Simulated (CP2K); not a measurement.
Wanted: the native input for a CP2K 2026.2 run.

```yaml
Task: single point
Functional: LDA
Potentials_or_basis: POTENTIAL_UZH Ta GTH-PBE-q13, N GTH-PBE-q5; DZVP-MOLOPT-PBE-GTH basis
Density_cutoff: 9184 eV
k_mesh: 6 × 6 × 9
Occupations: fermi-dirac, width 0.05 eV
Spin: no spin polarisation
SCF_solver: diagonalisation with k points
Quickstep_method: GPW
EPS_DEFAULT: 1.0E-9
EPS_SCF: 1.0E-6
MAX_SCF: 100
SCF_GUESS: ATOMIC
k_points_reduced_by_the_point_group: yes
Mesh_centred_on_Gamma: yes
CHOLESKY: OFF
EPS_EIGVAL: 1.0E-7
MIXING_METHOD: BROYDEN_MIXING
MIXING_ALPHA: 0.4
NBUFFER: 8
NGRIDS: 4
Basis_sets: Ta DZVP-MOLOPT-PBE-GTH-q13, N DZVP-MOLOPT-PBE-GTH-q5
Potentials: Ta GTH-PBE-q13 of POTENTIAL_UZH, N GTH-PBE-q5 of POTENTIAL_UZH
ADDED_MOS: "[27]"
REL_CUTOFF_Ry: 60 Ry
MIXING_BETA_1/bohr: 1.5 1/bohr
CUTOFF_of_the_grids: 675 Ry
```

Crystal: TaN.

```
Ta N
1.0
     5.19600    0.00000    0.00000
    -2.59800    4.49987    0.00000
     0.00000    0.00000    2.91100
Ta N
3 3
Direct
  0.00000 0.00000 0.00000
  0.66667 0.33333 0.50000
  0.33333 0.66667 0.50000
  0.00000 0.39285 0.00000
  0.60715 0.60715 0.00000
  0.39285 0.00000 0.00000
```

The input as run:

tan_scf.inp

```
&GLOBAL
  PROJECT tan_scf
  RUN_TYPE ENERGY_FORCE
  PRINT_LEVEL LOW
&END GLOBAL
&FORCE_EVAL
  METHOD QS
  STRESS_TENSOR ANALYTICAL
  &DFT
    BASIS_SET_FILE_NAME BASIS_MOLOPT_UZH
    POTENTIAL_FILE_NAME POTENTIAL_UZH
    &MGRID
      CUTOFF 675
      REL_CUTOFF 60
      NGRIDS 4
    &END MGRID
    &QS
      METHOD GPW
      EPS_DEFAULT 1.0E-9
    &END QS
    &KPOINTS
      SCHEME MONKHORST-PACK 6 6 9
      GAMMA_CENTERED T
      SYMMETRY T
      SYMMETRY_BACKEND SPGLIB
    &END KPOINTS
    &SCF
      SCF_GUESS ATOMIC
      EPS_SCF 1.0E-6
      MAX_SCF 100
      ADDED_MOS 27
      CHOLESKY OFF
      EPS_EIGVAL 1.0E-7
      &DIAGONALIZATION ON
        ALGORITHM STANDARD
      &END DIAGONALIZATION
      &MIXING ON
        METHOD BROYDEN_MIXING
        ALPHA 0.4
        BETA 1.5
        NBUFFER 8
      &END MIXING
      &SMEAR ON
        METHOD FERMI_DIRAC
        ELECTRONIC_TEMPERATURE 580.23
      &END SMEAR
    &END SCF
    &XC
      &XC_FUNCTIONAL
        &LDA_X
        &END LDA_X
        &LDA_C_PW
        &END LDA_C_PW
      &END XC_FUNCTIONAL
    &END XC
    &PRINT
      &KPOINTS ON
      &END KPOINTS
      &MULLIKEN ON
      &END MULLIKEN
      &MO ON
        ENERGIES T
        OCCUPATION_NUMBERS T
        &EACH
          QS_SCF 0
        &END EACH
        ADD_LAST NUMERIC
      &END MO
      &LOWDIN ON
      &END LOWDIN
      &HIRSHFELD ON
        SHAPE_FUNCTION DENSITY
      &END HIRSHFELD
      &E_DENSITY_CUBE ON
        STRIDE 1
      &END E_DENSITY_CUBE
      &V_HARTREE_CUBE ON
        STRIDE 1
      &END V_HARTREE_CUBE
      &ELF_CUBE ON
        STRIDE 1
      &END ELF_CUBE
    &END PRINT
  &END DFT
  &SUBSYS
    &CELL
      ABC 5.1960000000 5.1960000000 2.9110000000
      ALPHA_BETA_GAMMA 90.0000000000 90.0000000000 119.9999999998
      PERIODIC XYZ
    &END CELL
    &COORD
      SCALED
      Ta  0.0000000000 0.0000000000 0.0000000000
      Ta  0.6666666667 0.3333333333 0.5000000000
      Ta  0.3333333333 0.6666666667 0.5000000000
      N   0.0000000000 0.3928500000 0.0000000000
      N   0.6071500000 0.6071500000 0.0000000000
      N   0.3928500000 0.0000000000 0.0000000000
    &END COORD
    &KIND Ta
      BASIS_SET DZVP-MOLOPT-PBE-GTH-q13
      POTENTIAL GTH-PBE-q13
    &END KIND
    &KIND N
      BASIS_SET DZVP-MOLOPT-PBE-GTH-q5
      POTENTIAL GTH-PBE-q5
    &END KIND
    &PRINT
      &ATOMIC_COORDINATES ON
      &END ATOMIC_COORDINATES
      &CELL ON
      &END CELL
    &END PRINT
  &END SUBSYS
  &PRINT
    &FORCES ON
    &END FORCES
    &STRESS_TENSOR ON
    &END STRESS_TENSOR
  &END PRINT
&END FORCE_EVAL
```

Potentials or basis: POTENTIAL_UZH Ta GTH-PBE-q13, N GTH-PBE-q5; DZVP-MOLOPT-PBE-GTH basis.

Run with:

```console
$ OMP_NUM_THREADS=1 cp2k.psmp -i tan_scf.inp -o tan_scf.out
```

Results of the run:

* Pressure: -8.3 GPa
* Largest force: 0.027 eV/Å
* Band gap on the k mesh: none (metal or under the smearing width)
* Mulliken charges: Ta +0.43, +0.46; N -0.45 e
* Hirshfeld charges: Ta +0.23, +0.32; N -0.29 e

Caveat: Mulliken charges move with the basis; the potentials were made for another functional, which shifts forces and pressure; the basis of atomic orbitals isn't converged, which shifts pressures, moduli and gaps.

Wall time 2.2 min on 1 thread of Arm Neoverse V1, on a shared host, peak memory 0.55 GiB.
